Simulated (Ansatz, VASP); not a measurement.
One calculation of H9C3Cl, two programs

```
C Cl H
1.0
     7.61511    0.00000    0.00000
     0.00000    7.61511    0.00000
     0.00000    0.00000    7.61511
C Cl H
9 3 27
Direct
  0.06848 0.00127 0.88078
  0.20429 0.22481 0.35012
  0.67014 0.59242 0.78069
  0.67033 0.15224 0.49672
  0.71321 0.21884 0.31389
  0.86467 0.74159 0.35287
  0.79474 0.71817 0.16848
  0.25846 0.65189 0.56855
  0.38539 0.68473 0.41872
  0.22031 0.86951 0.00077
  0.15172 0.36805 0.17243
  0.55984 0.41882 0.89242
  0.96012 0.91685 0.83740
  0.02037 0.10679 0.96756
  0.13756 0.05855 0.76737
  0.16061 0.09172 0.31547
  0.34670 0.22810 0.36959
  0.13679 0.27247 0.46852
  0.60760 0.71696 0.81910
  0.80846 0.59065 0.81996
  0.65807 0.57174 0.63876
  0.78889 0.10597 0.56574
  0.61077 0.25446 0.57993
  0.57754 0.04104 0.49283
  0.59622 0.26671 0.24407
  0.80755 0.32825 0.31748
  0.77161 0.11506 0.23185
  0.77123 0.81253 0.43738
  0.89100 0.61352 0.41459
  0.98913 0.81511 0.35345
  0.89132 0.64795 0.08698
  0.67245 0.64103 0.16651
  0.76687 0.84519 0.10504
  0.20882 0.77575 0.62453
  0.14322 0.57729 0.52264
  0.31922 0.57784 0.67719
  0.43793 0.56131 0.36348
  0.32100 0.75453 0.30939
  0.49831 0.76471 0.46109
```

Alike in both runs: functional PBEsol; k mesh 1 × 1 × 1; occupations fermi-dirac, width 0.05 eV; no spin polarisation.

Ansatz relaxed the structure, and its values are those at the end. VASP's run is a single point on that final structure, the one shown.

```csv
,VASP,Ansatz
version,VASP 6.6.1,Ansatz 0.2.0
potentials or method,"VASP PAW PBE potentials, release 64 (C, Cl, H)","scalar-relativistic, plane waves, PAW"
plane-wave cutoff (eV),520,420
valence electrons in the cell,84,84
```

```tsv
	VASP	Ansatz	Ansatz less VASP
gap on the k mesh at the Fermi level (eV)	5.73	5.71	-0.023
rms of the force components (eV/Å)	0.052	0.041	-0.0102
```

Ansatz warned: «xc_potential_rough_in_thin_density».

Caveats: the PAW data sets were made with another functional, which shifts forces and pressure a little (VASP). Expect the measured gap to be larger: semilocal functionals such as PBEsol lack the derivative discontinuity.
